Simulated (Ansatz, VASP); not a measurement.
## Two plane-wave programs on HgTe

Contents of INCAR:

```
ALGO     = Normal         # electronic algorithm
EDIFF    = 1E-6           # SCF threshold, eV
ENCUT    = 520            # plane-wave cutoff, eV
GGA      = PE             # functional
ISIF     = 2              # what is computed and relaxed
ISMEAR   = -1             # smearing method
LASPH    = T              # aspherical terms in the spheres
LCHARG   = F              # write CHGCAR
LREAL    = F              # projectors in reciprocal space
LWAVE    = F              # write WAVECAR
NBANDS   = 16             # bands
NELM     = 100            # most SCF steps
PREC     = Accurate       # precision mode
SIGMA    = 0.05           # smearing width, eV
```

The input KPOINTS:

```
k-points
0
Gamma
  7 7 7
```

POSCAR

```
HgTe
1.0
    0.0000000000      3.1800000000      3.1800000000
    3.1800000000      0.0000000000      3.1800000000
    3.1800000000      3.1800000000      0.0000000000
Hg Te
1 1
Direct
    0.0000000000      0.0000000000      0.0000000000
    0.5000000000      0.5000000000      0.5000000000
```

File input.yaml:

```yaml
crystal:
  lattice:
    - [0.0, 3.18, 3.18]
    - [3.18, 0.0, 3.18]
    - [3.18, 3.18, 0.0]
  atoms:
    - { symbol: Hg, position: [0.0, 0.0, 0.0] }
    - { symbol: Te, position: [0.5, 0.5, 0.5] }
hamiltonian:
  xc: pbe
  pseudopotentials: { kind: paw }
kpoints:
  mp_grid: { grid: [7, 7, 7] }
  band_path:
    path:
      - [[0.0, 0.0, 0.0], [0.5, 0.0, 0.5], [0.5, 0.25, 0.75], [0.375, 0.375, 0.75], [0.0, 0.0, 0.0], [0.5, 0.5, 0.5], [0.625, 0.25, 0.625], [0.5, 0.25, 0.75], [0.5, 0.5, 0.5], [0.375, 0.375, 0.75]]
      - [[0.625, 0.25, 0.625], [0.5, 0.0, 0.5]]
    npoints: 14
scf:
  occupations: { method: fermi_dirac, width: 0.05 }
  n_extra_bands: 6
output:
  forces: true
  stress: true
  eigenvalues: true
  fatbands: false
  write_density: true
  write_potential: true
  elf: true
  volumetric_format: npy
```

Measurements of this composition are mostly on another form, of space group No. 216.

Alike in both runs: functional PBE; k mesh 7 × 7 × 7; occupations fermi-dirac, width 0.05 eV; no spin polarisation.

|  | VASP | Ansatz |
| --- | --- | --- |
| version | VASP 6.6.1 | Ansatz 0.2.0 |
| potentials or method | VASP PAW PBE potentials, release 64 (Hg, Te) | Ansatz PAW |
| plane-wave cutoff (eV) | 520 | 420 |
| valence electrons in the cell | 18 | 36 |
| task | single point | band structure |

```tsv
	VASP	Ansatz	Ansatz less VASP
gap on the k mesh at the Fermi level (eV)	none	none	-
pressure (GPa)	-3.7	-3.7	-0.06
```

A gap of «none» marks a metal or a gap that the smearing closes. The functional is the same, so the differences come from potentials, cutoffs and numerics. The two sets of potentials don't hold the same shells in valence.

Caveats: spin-orbit coupling is left out, which moves the levels of the heavy elements (Ansatz). Spin-orbit coupling is left out, which matters for the levels of Hg, Te.
